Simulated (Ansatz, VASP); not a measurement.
## Fe: VASP beside Ansatz

The input INCAR:

```
ALGO = Normal
EDIFF = 1E-6
ENCUT = 520
ISIF = 2
ISMEAR = -1
LASPH = True
LCHARG = False
LREAL = False
LWAVE = False
NBANDS = 10
NELM = 100
PREC = Accurate
SIGMA = 0.1
```

File KPOINTS:

```
k-points
0
Gamma
  13 13 13
```

Contents of POSCAR:

```
Fe
1.0
   -1.3498227879      1.3498227879      1.3498227879
    1.3498227879     -1.3498227879      1.3498227879
    1.3498227879      1.3498227879     -1.3498227879
Fe
1
Direct
    0.0000000000      0.0000000000      0.0000000000
```

Input for Ansatz:

```yaml
crystal:
  lattice:
    - [-1.3498227879, 1.3498227879, 1.3498227879]
    - [1.3498227879, -1.3498227879, 1.3498227879]
    - [1.3498227879, 1.3498227879, -1.3498227879]
  atoms:
    - { symbol: Fe, position: [0.0, 0.0, 0.0] }
hamiltonian:
  xc: lda
  pseudopotentials:
    kind: paw
    azcp:
      Fe: "pseudopotentials/Fe.paw.azcp"
basis:
  ecutwfc: 420
  fft_grid_basis: typed
kpoints:
  mp_grid: { grid: [13, 13, 13], shift: [0, 0, 0] }
magnetization:
  spin_polarized: false
scf:
  occupations: { method: fermi_dirac, width: 0.1 }
  lower_state_search: "off"
output:
  stress: true
  write_density: true
  write_potential: true
  elf: true
  volumetric_format: npy
```

Alike in both runs: task single point; functional LDA; k mesh 13 × 13 × 13; occupations fermi-dirac, width 0.1 eV; no spin polarisation.

|  | VASP | Ansatz |
| --- | --- | --- |
| version | VASP 6.6.1 | Ansatz 0.2.0 |
| potentials or method | VASP PAW LDA potentials, release 64 (Fe) | plane waves (420 eV) with PAW, scalar-relativistic |
| plane-wave cutoff (eV) | 520 | 420 |
| valence electrons in the cell | 8 | 16 |

VASP gave:

| Property | Result |
| --- | --- |
| pressure (GPa) | -0.1 |

**Question.** What did Ansatz give for the same quantities?

**Answer.** Pressure (GPa): 0.1.

The two sets of potentials don't hold the same shells in valence. Ansatz warned: «pseudo_functional_mismatch».

Caveats: the run has no spin polarisation, though such a crystal can be magnetic. Spin polarisation is off, so any magnetic state and its effect on volume and gap are missing.
